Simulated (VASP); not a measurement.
# BaTe (Fm-3m) in VASP: notebook, part 2 of 2

VASP 6.6.1. Earlier steps stand in the parts before.

## 3. EvGW0 quasiparticle levels, PBEsol

Contents of POSCAR:

```
BaTe
1.0
    0.0000000000      3.4100000000      3.4100000000
    3.4100000000      0.0000000000      3.4100000000
    3.4100000000      3.4100000000      0.0000000000
Ba Te
1 1
Direct
    0.0000000000      0.0000000000      0.0000000000
    0.5000000000      0.5000000000      0.5000000000
```

Contents of INCAR.step1:

```
  PREC = Accurate
  ENCUT = 500
  EDIFF = 1E-8
  ISMEAR = 0
  SIGMA = 0.01
  LREAL = False
  LASPH = True
  NELM = 60
  ALGO = Normal
  LWAVE = True
  LCHARG = False
  GGA = PS
```

Contents of INCAR.step2:

```
  PREC = Accurate
  ENCUT = 500
  EDIFF = 1E-8
  ISMEAR = 0
  SIGMA = 0.01
  LREAL = False
  LASPH = True
  NELM = 1
  ALGO = Exact
  LWAVE = True
  LCHARG = False
  GGA = PS
  NBANDS = 517
  LOPTICS = True
  ISTART = 1
```

Contents of INCAR.step3:

```
  PREC = Accurate
  ENCUT = 500
  EDIFF = 1E-8
  ISMEAR = 0
  SIGMA = 0.01
  LREAL = False
  LASPH = True
  ALGO = EVGW0
  LWAVE = False
  LCHARG = False
  GGA = PS
  NELMGW = 4
  NBANDS = 517
  ENCUTGW = 200
  NOMEGA = 64
  PRECFOCK = Fast
  ISTART = 1
  NBANDSGW = 16
```

Contents of KPOINTS:

```
Automatic mesh
0
Gamma
  3 3 3
```

Potentials or basis: VASP PAW PBE potentials, release 64 (Ba_sv_GW, Te_GW).

Launch:

```sh
$ cat potpaw_PBE.64/Ba_sv_GW/POTCAR potpaw_PBE.64/Te_GW/POTCAR > POTCAR
$ cp INCAR.step1 INCAR
$ mpirun -np 1 vasp_std > vasp.out
$ cp INCAR.step2 INCAR
$ mpirun -np 1 vasp_std > vasp.out
$ cp INCAR.step3 INCAR
$ mpirun -np 1 vasp_std > vasp.out
```

OUTCAR:

```text
PREC = Accurate
   ENCUT = 500
   EDIFF = 1E-8
   ISMEAR = 0
   LREAL = False
   LASPH = True
   GGA = PS
   NELMGW = 4
   ENCUTGW = 200
   PRECFOCK = Fast
   ISTART = 1

 ion  position               nearest neighbor table
   1  0.000  0.000  0.000-
   2  0.500  0.500  0.500-

  LATTYP: Found a face centered cubic cell.
 ALAT       =     6.8200000000

  Lattice vectors:

 A1 = (   0.0000000000,   3.4100000000,   3.4100000000)
 A2 = (   3.4100000000,   0.0000000000,   3.4100000000)
 A3 = (   3.4100000000,   3.4100000000,   0.0000000000)

Analysis of symmetry for initial positions (statically):
=====================================================================
 Subroutine PRICEL returns:
 Original cell was already a primitive cell.

 Routine SETGRP: Setting up the symmetry group for a
 face centered cubic supercell.

 Subroutine GETGRP returns: Found 48 space group operations
 (whereof 48 operations were pure point group operations)
 out of a pool of 48 trial point group operations.

The static configuration has the point symmetry O_h .

Analysis of symmetry for dynamics (positions and initial velocities):
=====================================================================
 Subroutine PRICEL returns:
 Original cell was already a primitive cell.

 Routine SETGRP: Setting up the symmetry group for a
 face centered cubic supercell.

 Subroutine GETGRP returns: Found 48 space group operations
 (whereof 48 operations were pure point group operations)
 out of a pool of 48 trial point group operations.

The dynamic configuration has the point symmetry O_h .

 Subroutine INISYM returns: Found 48 space group operations
[... 71 lines left out ...]
   LNONCOLLINEAR =      F non collinear calculations
   LSORBIT =      F    spin-orbit coupling
   LASPH  =      T    aspherical Exc in radial PAW
   ENCUT  =  500.0 eV  36.75 Ry    6.06 a.u.   8.79  8.79  8.79*2*pi/ulx,y,z
   NELM   =     60;   NELMIN=  2; NELMDL=  0     # of ELM steps
   EDIFF  = 0.1E-07   stopping-criterion for ELM
   LREAL  =      F    real-space projection
   EDIFFG = 0.1E-06   stopping-criterion for IOM
   NSW    =      0    number of steps for IOM
   IBRION =     -1    ionic relax: 0-MD 1-quasi-New 2-CG
   NFREE  =      0    steps in history (QN), initial steepest desc. (CG)
   ISIF   =      0    stress and relaxation
   ISYM   =      3    0-nonsym 1-usesym 2-fastsym
   POTIM  = 0.5000    time-step for ionic-motion
   TEBEG  =    0.0;   TEEND  =   0.0 temperature during run
   PSTRESS=    0.0 pullay stress
   NELECT =      16.0000    total number of electrons
   NUPDOWN=      -1.0000    fix difference up-down
   EMIN   =  10.00;   EMAX   =-10.00  energy-range for DOS
   EFERMI =   0.00;   METHOD = LEGACY
   ISMEAR =     0;   SIGMA  =   0.01  broadening in eV -4-tet -1-fermi 0-gaus
   EFERMI_NEDOS =   21; number of points for ismear=-14 and -15
   IALGO  =     38    algorithm
   IMIX   =      4    mixing-type and parameters
     AMIX     =   0.40;   BMIX     =  1.00
     AMIX_MAG =   1.60;   BMIX_MAG =  1.00
  volume/ion in A,a.u.               =      39.65       267.58
  Fermi-wavevector in a.u.,A,eV,Ry     =   0.960175  1.814468 12.543704  0.921936
  Thomas-Fermi vector in A             =   2.089436
   LORBIT       =      0    0 simple, 1 ext, 2 COOP (PROOUT), +10 PAW based schemes
   GGA     = PS    functional components
   LHFCALC =     T    Hartree Fock is set to
   PRECFOCK=fast      Normal, Fast or Accurate (Low or Medium for compatibility)
   ENCUT4O =  -1.0   cutoff for four orbital integrals eV
   NKREDX  =     1    reduce k-point grid by
   NKREDY  =     1    reduce k-point grid by
   NKREDZ  =     1    reduce k-point grid by
   AEXX    =    1.0000 exact exchange contribution
   HFSCREEN=    0.0000 screening length (either q_TF or 0.3 A-1)
   HFSCREENC=   0.0000 screening length for correlation (either q_TF or 0.3 A-1)
   ENCUTFOCK=  -1.0 apply spherical cutoff to Coloumb kernel
   IVDW    =     0    specifies the selected vdW correction
   LEPSILON=     F    determine dielectric tensor
   LRPA    =     F    only Hartree local field effects (RPA)
   LRPAFORCE           =     F    calculate RPA forces
   ENCUTGW             = 200.0    cutoff for response function in eV
   ENCUTGWSOFT         = 160.0    soft cutoff for Coulomb kernel in GW response function in eV
   ENCUTLF             =  -1.0    cutoff for local field effects
   NELMGW              =     4    number of iterations in solving QP/BSE equation
   NELMHF              =     1    number of iterations in the inner HF iteration
   NKREDLFX            =     1    NKREDLFY  =   1   NKREDLFZ  =   1
 non-spin polarized calculation
 Gauss-broadening in eV      SIGMA  =   0.01
  energy-cutoff  :      500.00
  volume of cell :       79.30
 maximum number of plane-waves:      2016
  NGX = 20; NGY = 20; NGZ = 20
   NGX = 17   NGY = 17   NGZ = 17
 maximum number of plane-waves:       531

 QP shifts <psi_nk| G(iteration)W_0 |psi_nk>: iteration 1
 for sc-GW calculations column KS-energies equals QP-energies in previous step
 and V_xc(KS)=  KS-energies - (<T + V_ion + V_H > + <T+V_H+V_ion>^1  + <V_x>^1)

 k-point   1 :       0.0000    0.0000    0.0000
  band No.  KS-energies  QP-energies   sigma(KS)   V_xc(KS)     V^pw_x(r,r')   Z            occupation Imag(sigma)

      1     -22.7444     -23.3527     -16.3048     -15.2427     -24.3905       0.5728       2.0000       1.0644
      2      -7.9103      -9.2590     -15.7591     -13.9167     -18.9405       0.7320       2.0000       0.2347
      3      -7.9103      -9.2590     -15.7591     -13.9167     -18.9405       0.7320       2.0000       0.2347
      4      -7.9103      -9.2590     -15.7591     -13.9167     -18.9405       0.7320       2.0000       0.2347
      5      -5.7081      -6.6352     -12.5065     -11.2073     -17.2031       0.7136       2.0000       1.0357
      6       3.9723       3.1814     -11.7245     -10.6808     -12.8296       0.7578       2.0000       0.0876
[... 301 lines left out ...]
      2      -9.9668      -9.9882     -15.0351       5.0378     -18.7339       0.7016       2.0000       0.3818
      3      -9.8767      -9.8969     -15.4184       5.5137     -18.7990       0.7203       2.0000       0.2942
      4      -9.7123      -9.7327     -15.6152       5.8750     -18.8876       0.7289       2.0000       0.2508
      5      -6.2523      -6.2667     -13.1607       6.8883     -17.3891       0.7204       2.0000       0.8547
      6       1.2421       1.2347     -10.7090      11.9411     -12.3129       0.7368       2.0000       0.1224
[... 8 lines left out ...]
     15      13.2632      13.2658      -9.3316      22.5984      -3.4774       0.7184       0.0000      -0.3562
     16      14.2054      14.2083      -9.9148      24.1244      -3.6094       0.7085       0.0000      -0.3930
```

OUTCAR.step1:

```text
PREC = Accurate
   ENCUT = 500
   EDIFF = 1E-8
   ISMEAR = 0
   LREAL = False
[... 259 lines left out ...]
      0.00000      0.00000      0.00000        -0.000000      0.000000     -0.000000
      3.41000      3.41000      3.41000         0.000000     -0.000000      0.000000
 -----------------------------------------------------------------------------------
    total drift:                                0.000000      0.000000      0.000000

  FREE ENERGIE OF THE ION-ELECTRON SYSTEM (eV)
  ---------------------------------------------------
  free  energy   TOTEN  =       -10.5178381713 eV

  energy  without entropy=      -10.5178381713  energy(sigma->0) =      -10.51783817
```

OUTCAR.step2:

```text
PREC = Accurate
   ENCUT = 500
   EDIFF = 1E-8
   ISMEAR = 0
   LREAL = False
[... 625 lines left out ...]
     0.00000    10.51599    10.51599    10.51599     0.00000     0.00000     0.00000
     2.59351     7.94222     7.94222     7.94222     0.00000     0.00000     0.00000
     5.18701    -3.78021    -3.78021    -3.78021    -0.00000    -0.00000    -0.00000
     7.78052     0.22477     0.22477     0.22477     0.00000     0.00000    -0.00000
    10.37402    -0.23184    -0.23184    -0.23184    -0.00000    -0.00000    -0.00000
    12.96753     0.37966     0.37966     0.37966     0.00000     0.00000     0.00000
[... 92 lines left out ...]
   254.16351     0.99491     0.99491     0.99491    -0.00000    -0.00000     0.00000
   256.75701     0.99502     0.99502     0.99502    -0.00000    -0.00000     0.00000
```

Run time: 27 min. Hardware: 1 thread of Intel Xeon Platinum 8488C (Sapphire Rapids), shared host; peak memory 1.2 GiB.

What came out:

```yaml
Band_gap_on_the_k_mesh_mean-field_level: 1.57 eV, indirect (least direct gap 1.92 eV)
Quasiparticle_gap: 2.79 eV
Least_direct_quasiparticle_gap: 3.17 eV
```

Quasiparticle gap after each update of the energies (eV): 2.57, 2.75, 2.78, 2.79

Caveat: the k mesh is coarse (spacing up to 0.53 Å⁻¹), so the values aren't converged; bands, screening cutoff and mesh are small and nothing is extrapolated, so the quasiparticle values aren't converged; spin-orbit coupling is left out, which moves the levels of the heavy elements; an odd mesh through Γ misses points on the zone boundary, where band edges often lie.
